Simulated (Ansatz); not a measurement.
BeTe:

```xyz
2
Lattice="0.0000 2.7700 2.7700 2.7700 0.0000 2.7700 2.7700 2.7700 0.0000" Properties=species:S:1:pos:R:3 pbc="T T T"
Te    4.1550    4.1550    4.1550
Be    0.0000    0.0000    0.0000
```

* Program: Ansatz 0.2.0
* Task: relaxation of cell and atoms
* Functional: PBEsol0
* Potentials or basis: Ansatz PAW
* Cutoff: 420 eV (not typed: the program's choice for these potentials)
* k mesh: 4 × 4 × 4
* Occupations: fermi-dirac, width 0.05 eV
* Spin: no spin polarisation

At the start: volume 21.25 Å³/atom.

Problem. How do energy, volume and symmetry change on relaxing?

Solution. It ends after 4 steps and the volume is 22.03 Å³/atom (+3.7 %); space group F-43m (No. 216, to 0.05 Å).

The path:
```
step  energy change (eV)  largest force (eV/Å)  volume (Å³)
   1              0.0000                0.0000        42.51
   2             -0.0093                0.0000        44.61
   3             -0.0108                0.0000        44.07
   4             -0.0111                0.0000        44.07
```

Final structure:
```cif
data_structure
_symmetry_space_group_name_H-M 'P 1'
_symmetry_Int_Tables_number 1
_cell_length_a 3.9646
_cell_length_b 3.9646
_cell_length_c 3.9646
_cell_angle_alpha 60.000
_cell_angle_beta 60.000
_cell_angle_gamma 60.000
_cell_volume 44.07
loop_
_atom_site_label
_atom_site_type_symbol
_atom_site_fract_x
_atom_site_fract_y
_atom_site_fract_z
_atom_site_occupancy
Te1 Te 0.75000 0.75000 0.75000 1
Be1 Be 0.00000 0.00000 0.00000 1
```

Caveat: the k mesh is coarse (spacing up to 0.49 Å⁻¹), so the values aren't converged, least of all with exact exchange; the plane-wave basis is chosen anew once the cell has moved, so the energies of steps on either side of that aren't comparable; the PAW data sets come from PBE, with cores solved anew for the run's functional, which leaves a small shift of forces and pressure.
